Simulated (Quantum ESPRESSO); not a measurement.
## BN under changes of volume

One of the cells (5.959 Å³/atom); the others are scaled copies at fixed shape and fractional positions:

```xyz
2
Lattice="0.0000 1.8130 1.8130 1.8130 0.0000 1.8130 1.8130 1.8130 0.0000" Properties=species:S:1:pos:R:3 pbc="T T T"
N     0.9065    0.9065    0.9065
B     0.0000    0.0000    0.0000
```

The cell is a database's computed one.

| Item | Value |
| --- | --- |
| Program | Quantum ESPRESSO 7.5 |
| Functional | PBE |
| Potentials or basis | PseudoDojo 0.4.1 SR PBE standard |
| Cutoff | 1143 eV |
| Density cutoff | 4572 eV |
| k mesh | 13 × 13 × 13 |
| Occupations | fermi-dirac, width 0.05 eV |
| Spin | no spin polarisation |

```csv
volume (Å³/atom),energy over the lowest point (meV/atom),pressure (GPa),gap on the mesh (eV)
5.602,25.40,24.7,4.68
5.721,10.51,15.4,4.65
5.840,2.24,6.9,4.62
5.959,0.00,-0.8,4.60
6.078,3.24,-7.8,4.57
6.198,?,?,?
6.317,24.26,-20.1,4.52
```

What does the run at 6.198 Å³/atom give?

Energy over the lowest point 11.48 meV/atom; pressure -14.2 GPa; gap on the mesh 4.54 eV.

Worked out: A Birch-Murnaghan fit of order 3 (a polynomial in V^(-2/3)) to the other rows has its minimum at 5.95 Å³/atom with B0 = V·E''(V) = 371 GPa and B' = 3.8. It gives 11.52 meV/atom at 6.198 Å³/atom, against the run's 11.48, and -dE/dV = -14.2 GPa, against -14.2. A straight line through the other rows of the gap, of slope -1.32 eV per unit of ln V, gives 4.54 eV, against the run's 4.54.

Energies are extrapolated to zero smearing.

Caveats: an odd mesh through Γ misses points on the zone boundary, where band edges often lie.
